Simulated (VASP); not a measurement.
# InP (F-43m) in VASP: further runs

The runs below take InP through single point, with r2SCAN+D4.

Program: VASP 6.6.1. These are calculated values, not measurements. Logs are shortened: lines on timing, memory, paths and dates and some standing lists are left out, and cuts for length are marked.

**The experiment to reproduce.**

A printed reference work, data compilation reports, for a bulk crystal of InP at 1.6 K: band gap 1.4236 eV (direct).

How close the calculation comes is told below.

### Step 1. The cell of the first run

Symmetry: F-43m, No. 216, cubic system. Conventional cell: a = 5.822 Å, b = 5.822 Å, c = 5.822 Å, α = 90.00°, β = 90.00°, γ = 90.00°. Within 3.3 Å of In (site symmetry -43m) lie 4 P at 2.52 Å. P (site symmetry -43m) has 4 In at 2.52 Å within 3.3 Å.

### Step 2. Single point, r2SCAN+D4

POSCAR reads:

```
InP
1.0
    0.0000000000      2.9108316221      2.9108316221
    2.9108316221      0.0000000000      2.9108316221
    2.9108316221      2.9108316221      0.0000000000
In P
1 1
Direct
    0.0000000000      0.0000000000      0.0000000000
    0.7500000000      0.7500000000      0.7500000000
```

INCAR.step1 reads:

```
SYSTEM = InP
PREC = Accurate ; ENCUT = 520
ISMEAR = -1 ; SIGMA = 0.05
LREAL = .False. ; LASPH = .True.
NELM = 100 ; NBANDS = 16
GGA = PE ; ALGO = Normal
EDIFF = 1E-4 ; LWAVE = .True.
LCHARG = .False.
```

INCAR.step2 reads:

```
SYSTEM = InP
PREC = Accurate ; ENCUT = 520
EDIFF = 1E-6 ; ISMEAR = -1
SIGMA = 0.05 ; LREAL = .False.
LASPH = .True. ; NELM = 100
ALGO = Normal ; ISIF = 2
LWAVE = .False. ; LCHARG = .True.
METAGGA = R2SCAN ; LMIXTAU = .True.
IVDW = 13 ; VDW_S6 = 1.0
VDW_S8 = 0.6018749 ; VDW_A1 = 0.51559235
VDW_A2 = 5.77342911 ; LELF = .True.
LVHAR = .True. ; NBANDS = 16
ISTART = 1
```

KPOINTS reads:

```
Automatic mesh
0
Gamma
  8 8 8
  0 0 0
```

Potentials or basis: VASP PAW PBE potentials, release 64 (In_d, P).

Launch:

```sh
$ cat potpaw_PBE.64/In_d/POTCAR potpaw_PBE.64/P/POTCAR > POTCAR
$ cp INCAR.step1 INCAR
$ mpirun -np 1 vasp_std > vasp.out
$ cp INCAR.step2 INCAR
$ mpirun -np 1 vasp_std > vasp.out
```

OUTCAR:

```text
SYSTEM = InP
   PREC = Accurate
   ENCUT = 520
   EDIFF = 1E-6
   ISMEAR = -1
   LREAL = .False.
   LASPH = .True.
   NELM = 100
   ISIF = 2
   METAGGA = R2SCAN
   IVDW = 13
   ISTART = 1

 ion  position               nearest neighbor table
   1  0.000  0.000  0.000-   2 2.52   2 2.52   2 2.52   2 2.52
   2  0.750  0.750  0.750-   1 2.52   1 2.52   1 2.52   1 2.52

  LATTYP: Found a face centered cubic cell.
 ALAT       =     5.8216632442

  Lattice vectors:

 A1 = (   0.0000000000,   2.9108316221,   2.9108316221)
 A2 = (   2.9108316221,   0.0000000000,   2.9108316221)
 A3 = (   2.9108316221,   2.9108316221,   0.0000000000)

Analysis of symmetry for initial positions (statically):
=====================================================================
 Subroutine PRICEL returns:
 Original cell was already a primitive cell.

 Routine SETGRP: Setting up the symmetry group for a
 face centered cubic supercell.

 Subroutine GETGRP returns: Found 24 space group operations
 (whereof 24 operations were pure point group operations)
 out of a pool of 48 trial point group operations.

The static configuration has the point symmetry T_d .

Analysis of symmetry for dynamics (positions and initial velocities):
=====================================================================
 Subroutine PRICEL returns:
 Original cell was already a primitive cell.

 Routine SETGRP: Setting up the symmetry group for a
 face centered cubic supercell.

 Subroutine GETGRP returns: Found 24 space group operations
 (whereof 24 operations were pure point group operations)
 out of a pool of 48 trial point group operations.

The dynamic configuration has the point symmetry T_d .

 Subroutine INISYM returns: Found 24 space group operations
 (whereof 24 operations are pure point group operations),
 and found     1 'primitive' translations

----------------------------------------------------------------------------------------

                                     Primitive cell

  volume of cell :      49.3266

  direct lattice vectors                    reciprocal lattice vectors
     0.000000000  2.910831622  2.910831622    -0.171772217  0.171772217  0.171772217
     2.910831622  0.000000000  2.910831622     0.171772217 -0.171772217  0.171772217
     2.910831622  2.910831622  0.000000000     0.171772217  0.171772217 -0.171772217

  length of vectors
     4.116537558  4.116537558  4.116537558     0.297518207  0.297518207  0.297518207

  position of ions in fractional coordinates (direct lattice)
     0.000000000  0.000000000  0.000000000
     0.750000000  0.750000000  0.750000000

  ion indices of the primitive-cell ions
   primitive index   ion index
                 1           1
                 2           2

----------------------------------------------------------------------------------------

 KPOINTS: Automatic mesh

Automatic generation of k-mesh.
 Grid dimensions read from file:
 generate k-points for:    8    8    8

 Generating k-lattice:

  Cartesian coordinates                     Fractional coordinates (reciprocal lattice)
    -0.021471527  0.021471527  0.021471527     0.125000000  0.000000000  0.000000000
     0.021471527 -0.021471527  0.021471527     0.000000000  0.125000000  0.000000000
     0.021471527  0.021471527 -0.021471527     0.000000000  0.000000000  0.125000000

  Length of vectors
     0.037189776  0.037189776  0.037189776

  Shift w.r.t. Gamma in fractional coordinates (k-lattice)
     0.000000000  0.000000000  0.000000000

 Subroutine IBZKPT returns following result:
 ===========================================

 Found     29 irreducible k-points:

 Following reciprocal coordinates:
            Coordinates               Weight
  0.000000  0.000000  0.000000      1.000000
  0.125000  0.000000  0.000000      8.000000
  0.250000  0.000000  0.000000      8.000000
  0.375000  0.000000  0.000000      8.000000
  0.500000  0.000000  0.000000      4.000000
  0.125000  0.125000  0.000000      6.000000
[... 16 lines left out ...]
  0.500000  0.250000  0.125000     48.000000
 -0.375000  0.250000  0.125000     24.000000
 [... further k-points ...]
   k-points           NKPTS =     29   k-points in BZ     NKDIM =     29   number of bands    NBANDS=     16
   number of dos      NEDOS =    301   number of ions     NIONS =      2
   total plane-waves  NPLWV =  32768
   dimension x,y,z NGX =    32 NGY =   32 NGZ =   32
   dimension x,y,z NGXF=    64 NGYF=   64 NGZF=   64
   ions per type =               1   1
   NGX,Y,Z   is equivalent  to a cutoff of  12.92, 12.92, 12.92 a.u.
   NGXF,Y,Z  is equivalent  to a cutoff of  25.85, 25.85, 25.85 a.u.
 SYSTEM =  InP
   PREC   = accura    normal or accurate (medium, high low for compatibility)
   ISTART =      1    job   : 0-new  1-cont  2-samecut
   ICHARG =      0    charge: 1-file 2-atom 10-const
   ISPIN  =      1    spin polarized calculation?
   LNONCOLLINEAR =      F non collinear calculations
   LSORBIT =      F    spin-orbit coupling
   LASPH  =      T    aspherical Exc in radial PAW
   ENCUT  =  520.0 eV  38.22 Ry    6.18 a.u.   7.65  7.65  7.65*2*pi/ulx,y,z
   NELM   =    100;   NELMIN=  2; NELMDL=  0     # of ELM steps
   EDIFF  = 0.1E-05   stopping-criterion for ELM
   LREAL  =      F    real-space projection
   EDIFFG = 0.1E-04   stopping-criterion for IOM
   NSW    =      0    number of steps for IOM
   IBRION =     -1    ionic relax: 0-MD 1-quasi-New 2-CG
   NFREE  =      0    steps in history (QN), initial steepest desc. (CG)
   ISIF   =      2    stress and relaxation
   ISYM   =      2    0-nonsym 1-usesym 2-fastsym
   POTIM  = 0.5000    time-step for ionic-motion
   TEBEG  =    0.0;   TEEND  =   0.0 temperature during run
   PSTRESS=    0.0 pullay stress
   NELECT =      18.0000    total number of electrons
   NUPDOWN=      -1.0000    fix difference up-down
   EMIN   =  10.00;   EMAX   =-10.00  energy-range for DOS
   EFERMI =   0.00;   METHOD = LEGACY
   ISMEAR =    -1;   SIGMA  =   0.05  broadening in eV -4-tet -1-fermi 0-gaus
   EFERMI_NEDOS =   21; number of points for ismear=-14 and -15
   IALGO  =     38    algorithm
   IMIX   =      4    mixing-type and parameters
     AMIX     =   0.40;   BMIX     =  1.00
     AMIX_MAG =   1.60;   BMIX_MAG =  1.00
  volume/ion in A,a.u.               =      24.66       166.44
  Fermi-wavevector in a.u.,A,eV,Ry     =   1.169873  2.210739 18.620961  1.368602
  Thomas-Fermi vector in A             =   2.306339
   LORBIT       =      0    0 simple, 1 ext, 2 COOP (PROOUT), +10 PAW based schemes
   METAGGA = R2SCAN    functional components
   LHFCALC =     F    Hartree Fock is set to
   AEXX    =    0.0000 exact exchange contribution
   IVDW    =    13    specifies the selected vdW correction
   LEPSILON=     F    determine dielectric tensor
   LRPA    =     F    only Hartree local field effects (RPA)
 non-spin polarized calculation
  energy-cutoff  :      520.00
  volume of cell :       49.33
 maximum number of plane-waves:      1363
   NGX = 15   NGY = 15   NGZ = 15

 number of electron      17.9999997 magnetization

 Free energy of the ion-electron system (eV)
  ---------------------------------------------------
  ext. energy  EPLUGINS =         0.00000000
  ---------------------------------------------------
  free energy    TOTEN  =       -32.27649495 eV

  energy without entropy =      -32.27649492  energy(sigma->0) =      -32.27649493

 E-fermi :   5.9116     XC(G=0):  -9.9772

 val. band max:        5.2374530643   @ k =   0.0000   0.0000   0.0000
 cond. band min:       6.5247897694   @ k =   0.0000   0.0000   0.0000
 fundamental gap:      1.2873367051
 Fermi energy:         5.9115795543

 k-point     1 :       0.0000    0.0000    0.0000
  band No.  band energies     occupation
      1      -9.4592      2.00000
      2      -9.4592      2.00000
      3      -9.4592      2.00000
      4      -9.2684      2.00000
      5      -9.2684      2.00000
      6      -6.9082      2.00000
[... 8 lines left out ...]
     15      15.1908      0.00000
     16      15.1908      0.00000

 k-point     2 :       0.1250    0.0000    0.0000
  band No.  band energies     occupation
      1      -9.4833      2.00000
      2      -9.4505      2.00000
      3      -9.4505      2.00000
      4      -9.2682      2.00000
      5      -9.2682      2.00000
      6      -6.7129      2.00000
[... 8 lines left out ...]
     15      14.5244      0.00000
     16      15.2680      0.00000

 k-point     3 :       0.2500    0.0000    0.0000
  band No.  band energies     occupation
      1      -9.5372      2.00000
      2      -9.4317      2.00000
      3      -9.4317      2.00000
      4      -9.2655      2.00000
      5      -9.2655      2.00000
      6      -6.1700      2.00000
[... 8 lines left out ...]
     15      14.3040      0.00000
     16      14.9395      0.00000

 k-point     4 :       0.3750    0.0000    0.0000
  band No.  band energies     occupation
      1      -9.5863      2.00000
      2      -9.4170      2.00000
      3      -9.4170      2.00000
      4      -9.2584      2.00000
      5      -9.2584      2.00000
      6      -5.4446      2.00000
[... 8 lines left out ...]
     15      15.3236      0.00000
     16      15.3236      0.00000

 k-point     5 :       0.5000    0.0000    0.0000
  band No.  band energies     occupation
      1      -9.6056      2.00000
      2      -9.4122      2.00000
      3      -9.4122      2.00000
      4      -9.2540      2.00000
      5      -9.2540      2.00000
      6      -5.0295      2.00000
[... 8 lines left out ...]
     15      16.5236      0.00000
     16      16.5236      0.00000

 k-point     6 :       0.1250    0.1250    0.0000
  band No.  band energies     occupation
      1      -9.4999      2.00000
      2      -9.4421      2.00000
      3      -9.4421      2.00000
      4      -9.2753      2.00000
      5      -9.2624      2.00000
      6      -6.6488      2.00000
[... 8 lines left out ...]
     15      15.3397      0.00000
     16      15.7255      0.00000

 k-point     7 :       0.2500    0.1250    0.0000
  band No.  band energies     occupation
      1      -9.5433      2.00000
      2      -9.4262      2.00000
      3      -9.4224      2.00000
      4      -9.2802      2.00000
      5      -9.2567      2.00000
      6      -6.2222      2.00000
[... 8 lines left out ...]
     15      15.2256      0.00000
     16      16.2998      0.00000

 k-point     8 :       0.3750    0.1250    0.0000
  band No.  band energies     occupation
      1      -9.5867      2.00000
      2      -9.4132      2.00000
      3      -9.4059      2.00000
      4      -9.2765      2.00000
      5      -9.2513      2.00000
      6      -5.5428      2.00000
[... 8 lines left out ...]
     15      15.8791      0.00000
     16      15.9011      0.00000

 k-point     9 :       0.5000    0.1250    0.0000
  band No.  band energies     occupation
      1      -9.6102      2.00000
      2      -9.4072      2.00000
      3      -9.4001      2.00000
      4      -9.2658      2.00000
      5      -9.2517      2.00000
      6      -4.9588      2.00000
[... 8 lines left out ...]
     15      16.5508      0.00000
     16      16.6264      0.00000
[... 172 lines left out ...]
 k-point    19 :       0.5000    0.3750    0.0000
  band No.  band energies     occupation
      1      -9.6653      2.00000
      2      -9.3537      2.00000
      3      -9.3469      2.00000
      4      -9.3160      2.00000
      5      -9.2336      2.00000
      6      -4.4761      2.00000
[... 8 lines left out ...]
     15      16.7710      0.00000
     16      18.0217      0.00000

 k-point    20 :      -0.3750    0.3750    0.0000
  band No.  band energies     occupation
      1      -9.6505      2.00000
      2      -9.3716      2.00000
      3      -9.3546      2.00000
      4      -9.2996      2.00000
      5      -9.2448      2.00000
      6      -4.3364      2.00000
[... 8 lines left out ...]
     15      15.7142      0.00000
     16      19.0176      0.00000

 k-point    21 :       0.5000    0.5000    0.0000
  band No.  band energies     occupation
      1      -9.6804      2.00000
      2      -9.3376      2.00000
      3      -9.3376      2.00000
      4      -9.3270      2.00000
      5      -9.2278      2.00000
      6      -4.3278      2.00000
[... 8 lines left out ...]
     15      16.5792      0.00000
     16      17.7405      0.00000

 k-point    22 :       0.3750    0.2500    0.1250
  band No.  band energies     occupation
      1      -9.5826      2.00000
      2      -9.4091      2.00000
      3      -9.4018      2.00000
      4      -9.2859      2.00000
      5      -9.2511      2.00000
      6      -5.7217      2.00000
[... 8 lines left out ...]
     15      16.0568      0.00000
     16      17.6456      0.00000

 k-point    23 :       0.5000    0.2500    0.1250
  band No.  band energies     occupation
      1      -9.6120      2.00000
      2      -9.4013      2.00000
      3      -9.3847      2.00000
      4      -9.2818      2.00000
      5      -9.2510      2.00000
      6      -5.0585      2.00000
[... 8 lines left out ...]
     15      16.8149      0.00000
     16      17.3183      0.00000

 k-point    24 :      -0.3750    0.2500    0.1250
  band No.  band energies     occupation
      1      -9.6227      2.00000
      2      -9.3999      2.00000
      3      -9.3785      2.00000
      4      -9.2753      2.00000
      5      -9.2539      2.00000
      6      -4.6875      2.00000
[... 8 lines left out ...]
     15      16.5861      0.00000
     16      17.3054      0.00000

 [... further k-points ...]

------------------------ aborting loop because EDIFF is reached ----------------------------------------

  DFT-D4 for vdW energy calculation

  Edisp (eV):   -0.24287

  FORCE on cell =-STRESS in cart. coord.  units (eV):
  Direction    XX          YY          ZZ          XY          YZ          ZX
  --------------------------------------------------------------------------------------
  -------------------------------------------------------------------------------------
  Total       0.75422     0.75422     0.75422     0.00000     0.00000    -0.00000
  in kB      24.49787    24.49787    24.49787     0.00000     0.00000    -0.00000
  external pressure =       24.50 kB  Pullay stress =        0.00 kB

 VOLUME and BASIS-vectors are now :
 -----------------------------------------------------------------------------
  energy-cutoff  :      520.00
  volume of cell :       49.33
      direct lattice vectors                 reciprocal lattice vectors
     0.000000000  2.910831622  2.910831622    -0.171772217  0.171772217  0.171772217
     2.910831622  0.000000000  2.910831622     0.171772217 -0.171772217  0.171772217
     2.910831622  2.910831622  0.000000000     0.171772217  0.171772217 -0.171772217

 POSITION                                       TOTAL-FORCE (eV/Angst)
 -----------------------------------------------------------------------------------
      0.00000      0.00000      0.00000         0.000000     -0.000000     -0.000000
      4.36625      4.36625      4.36625        -0.000000      0.000000      0.000000
 -----------------------------------------------------------------------------------
    total drift:                                0.000002      0.000002      0.000002

  FREE ENERGIE OF THE ION-ELECTRON SYSTEM (eV)
  ---------------------------------------------------
  free  energy   TOTEN  =       -32.5193689650 eV

  energy  without entropy=      -32.5193689390  energy(sigma->0) =      -32.51936895
```

Wall time 77 s (1 thread of AMD EPYC 7R13 (Zen 3), shared host); peak memory 0.16 GiB.

Results:

```yaml
Free_energy: -32.5194 eV
Pressure: 2.4 GPa
Band_gap_on_the_k_mesh: 1.29 eV, direct
Dispersion_energy_per_atom: -0.121 eV
```

Levels at points of the mesh, in eV from the valence-band top:
```
           k point  band 7  band 8  band 9  band 10  band 11  band 12
(0.00, 0.00, 0.00)    0.00    0.00    0.00     1.29     4.44     4.44
(0.50, 0.00, 0.00)   -6.00   -1.04   -1.04     1.92     5.16     5.16
(0.50, 0.50, 0.00)   -5.97   -2.48   -2.48     1.97     2.55    10.03
```

Caveat: the PAW data sets were made with another functional, which shifts forces and pressure a little; spin-orbit coupling is left out, which moves the levels of the heavy elements.

[end of part 1 of 2]
